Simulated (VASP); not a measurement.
Wanted: the native input for a VASP 6.6.1 run.

```
Task                   : single point
Functional             : PBE
Potentials or basis    : VASP PAW PBE potentials, release 64 (Ni)
Cutoff                 : 520 eV
k mesh                 : 20 × 20 × 20
Occupations            : gaussian, width 0.1 eV
Spin                   : no spin polarisation
Further INCAR settings : ALGO = Normal; EDIFF = 1e-07; NBANDS = 11
```

The structure of Ni lies in POSCAR:

```
Ni                                      
1.0
   -0.0000000000      1.7013759823      1.7013759823
    1.7013759823      0.0000000000      1.7013759823
    1.7013759823      1.7013759823      0.0000000000
  Ni            
     1
Direct
     0.0000000000000000    0.0000000000000000    0.0000000000000000
```

The cell isn't the ideal one: a relaxed cell with its volume scaled by 0.91.

The input as run:

INCAR

```
PREC = Accurate ; ENCUT = 520
EDIFF = 1E-7 ; ISMEAR = 0
SIGMA = 0.1 ; LREAL = F
LASPH = T ; NELM = 60
ALGO = Normal ; ISIF = 2
LWAVE = F ; LCHARG = F
GGA = PE ; NBANDS = 11
```

KPOINTS

```
Automatic mesh
0
Gamma
  20 20 20
```

Potentials or basis: VASP PAW PBE potentials, release 64 (Ni).

The run is started by

```bash
$ cat potpaw_PBE.64/Ni/POTCAR > POTCAR
$ mpirun -np 1 vasp_std > vasp.out
```

It gave:

```yaml
Pressure: 23.7 GPa
Band_gap_on_the_k_mesh: none (metal or under the smearing width)
```

Caveat: so large a pressure means that the cell lies far from this level's equilibrium, or that cutoff or potentials fall short; the run has no spin polarisation, though such a crystal can be magnetic.

It took 31 s on 1 thread of Intel(R) Xeon(R) Platinum 8259CL CPU @ 2.50GHz (Skylake/Cascade Lake) (shared host), peak memory 0.14 GiB.
